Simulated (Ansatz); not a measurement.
The cell was built from the bcc type and relaxed in the same program, and has space group Im-3m; it needn't be a known or the stable phase.

Below is the log of a run of Ansatz 0.2.0.

```
Si: projections on atomic orbitals take those of the free atom 1s2 2s2 2p6 3s2 3p2, of charge +0.00 (hamiltonian.pseudopotentials.projection_atoms)
LAPW: plane waves up to 6.229 Å⁻¹, error target 1.0e-3 eV per atom; small_component_spin mean_spin; Si in spheres of 1.335 Å, 12 of its electrons in bands, Dirac shells []
Engine: ansatz 0.2.0
Pseudopotentials: kind: all_electron
Pseudopotential: Si, LAPW, valence charge 12, Koelling and Harmon's equation, gaussian nucleus
Functional definition: PBE
  parameter kappa = 0.804
  parameter beta = 0.06672455060314922
  exchange = pbe_x(kappa = kappa, mu = beta*pi^2/3)
  correlation = pbe_c(beta = beta)
Crystal: 1 atoms, lattice volume = 14.652 Å³
Basis set: ecut = 147.80862781625785 eV, 55 PW (Γ), exchange–correlation at level 2
Bands: 10, of which v1, the nominal top of the filled ones, is band 6 counted from 1 (5 counted from 0)
Symmetry: 48 space group operations
Space group: Im-3m (ITA 229), of the structure as read, at distance tolerance 2.4e-5 Å
k-points: 195 of 5832
Non-local potential: Si, projectors of the file, none
Initial density: superposition of atomic densities (chi_scale 0.1, normalization cell)
Initial wavefunctions: plane waves of lowest kinetic energy (no species holds an atomic orbital)
Functional: x = pbe(κ = 0.804, μ = 0.2195149727645171), c = pbe(β = 0.06672455060314922)
iter 1 solved again at ethr=5.00e-5 eV; its pass at ethr=1.00e-1 eV (dr2=6.00e-3 eV) is discarded
SCF iter   1: F=—  HF=-7891.764606 eV  |F-HF|=—  |Δ(HF+E_count)|=         —  Δρ=1.00e-2  dr2=6.02e-3  ethr=5.00e-5  ⟨swp⟩=3.3  Hψ=15233  notcnv=0
preconditioner: auto → none  [metal: Δε(μ)=0.037 eV  Ē_g=13.664 eV  σ=0.050 eV  W_gap=0.18  n_scr=0 (ndim 8)  ℏωp=19.4 eV  f_vac=0.000  D(μ)=0.52/eV (n_scr^D=0)]
SCF iter   2: F=—  HF=-7891.750149 eV  |F-HF|=—  |Δ(HF+E_count)|=   1.45e-2  Δρ=4.74e-3  dr2=1.29e-3  ethr=5.00e-5  ⟨swp⟩=2.0  Hψ=5649  notcnv=0
iter 3 solved again at ethr=1.99e-7 eV; its pass at ethr=1.07e-5 eV (dr2=2.38e-5 eV) is discarded
SCF iter   3: F=—  HF=-7891.747815 eV  |F-HF|=—  |Δ(HF+E_count)|=   2.33e-3  Δρ=5.83e-4  dr2=2.37e-5  ethr=1.99e-7  ⟨swp⟩=2.0  Hψ=9648  notcnv=0
SCF iter   4: F=—  HF=-7891.747823 eV  |F-HF|=—  |Δ(HF+E_count)|=   8.33e-6  Δρ=1.31e-4  dr2=1.44e-6  ethr=1.98e-7  ⟨swp⟩=2.0  Hψ=5464  notcnv=0
SCF iter   5: F=-7891.747824 eV  HF=-7891.747824 eV  |F-HF|=8.78e-10  |Δ(HF+E_count)|=   3.57e-7  Δρ=3.23e-7  dr2=6.17e-12  ethr=1.20e-8  ⟨swp⟩=2.0  Hψ=5464  notcnv=0
SCF 1 converged in 5 iterations: F = -7891.747824 eV  dr2 = 6.17e-12
NSCF: frozen V_eff on 99 k-points
SCF converged after 5 iterations
Free energy (F): -7891.747824 eV
Harris-Foulkes:  -7891.747824 eV  (|F-HF|=8.78e-10)
Internal energy: -7891.743696 eV  (E = F + TS)
E sigma→0 (E₀):  -7891.745760 eV
Entropy (-TS):   -0.004128 eV (-4.128 meV/atom)
Fermi energy:    12.106024 eV
--- Per-component energies (eV) ---
  E_band       = -690.379428
  E_kinetic    = 7913.619786
  E_xc         = -568.280097
  E_electrostatic = -15237.083385  (all electrons and nuclei)
  E_smearing   = -0.004128  (= −TS)
  E_closure    = 0.000000  (closes the sum)
  E_atoms      = -7886.856883  (free atoms, spherical and without spin; not in F)
  Σ components = -7891.747824   (vs F -7891.747824, Δ=0.00e0)
  Basis errors (estimates in eV, not in F): energy 4.1e-4 per atom: plane waves 3.9e-4 (2.0e-4 summed), levels above the bands 4.8e-106, relativity 4.5e-9, radial functions 1.8e-5, core shells 1.5e-17; eigenvalues (radial functions only) 5.4e-5; not estimated: angular momenta, meshes, grids; target (lapw.basis_error) 1.0e-3; muffin-tin radii Si 1.335 Å
--- Forces (eV/Å), atoms counted from 1 ---
  atom   1  Si    -0.00000000    -0.00000000    -0.00000000
  max |Σ_I F_I| component: 6.57e-32 eV/Å
--- Stress (GPa, compression-positive) ---
        0.042465      -0.000000      -0.000000
       -0.000000       0.042465       0.000000
       -0.000000       0.000000       0.042465
  P = ⅓ Tr σ = 0.0425 GPa (0.425 kbar)
--- Band table (eV; the first three rows and the last of 195) ---
  k-point 0: bands = ["-122.5518", "-78.5996", "-78.5996", "-78.5996", "-2.0781", "23.4982", "23.4982", "23.4982", "24.6318", "24.6318"]
  k-point 1: bands = ["-122.5518", "-78.5999", "-78.5997", "-78.5996", "-1.9837", "22.2711", "22.6019", "23.3642", "24.3155", "25.2798"]
  k-point 2: bands = ["-122.5517", "-78.6006", "-78.6000", "-78.5996", "-1.7007", "20.1963", "21.4576", "22.9889", "23.5679", "25.4144"]
  k-point 194: bands = ["-122.5497", "-78.6062", "-78.6062", "-78.6062", "11.6324", "11.6324", "11.6324", "13.2500", "14.4951", "14.4951"]
--- Löwdin populations: 1 site ---
  site symbol       q [e]
     0     Si     13.9162
  spilling = 0.005986 (of n_electrons = 14.000000)
```

The cell and starting positions:

```
CELL_PARAMETERS angstrom
-1.54149 1.54149 1.54149
1.54149 -1.54149 1.54149
1.54149 1.54149 -1.54149
ATOMIC_POSITIONS crystal
Si 0.00000 0.00000 0.00000
```

Parts of the input that the log doesn't repeat:

```yaml
  band_path:
    path:
      - [0.0, 0.0, 0.0]
      - [0.5, -0.5, 0.5]
      - [0.0, 0.0, 0.5]
      - [0.0, 0.0, 0.0]
      - [0.25, 0.25, 0.25]
      - [0.5, -0.5, 0.5]
      - [0.25, 0.25, 0.25]
      - [0.0, 0.0, 0.5]
    npoints: 14
output:
  forces: true
  stress: true
  eigenvalues: true
  populations: true
  dos: { projected: true, de: 0.2, e_range: [-14, 8] }
```

Question: Write the input that produced this log.

Answer: 
```yaml
crystal:
  lattice:
    - [-1.5414949641, 1.5414949641, 1.5414949641]
    - [1.5414949641, -1.5414949641, 1.5414949641]
    - [1.5414949641, 1.5414949641, -1.5414949641]
  atoms:
    - { symbol: Si, position: [0.0, 0.0, 0.0] }
kpoints:
  mp_grid: { grid: [18, 18, 18] }
  band_path:
    path:
      - [0.0, 0.0, 0.0]
      - [0.5, -0.5, 0.5]
      - [0.0, 0.0, 0.5]
      - [0.0, 0.0, 0.0]
      - [0.25, 0.25, 0.25]
      - [0.5, -0.5, 0.5]
      - [0.25, 0.25, 0.25]
      - [0.0, 0.0, 0.5]
    npoints: 14
scf:
  occupations: { method: fermi_dirac, width: 0.05 }
hamiltonian:
  xc: pbe
  pseudopotentials: { kind: all_electron, lapw: { basis_error: 0.001 } }
output:
  forces: true
  stress: true
  eigenvalues: true
  populations: true
  dos: { projected: true, de: 0.2, e_range: [-14, 8] }
```
This is the input that was run; digits and keys that the log doesn't show could differ in an equivalent one.
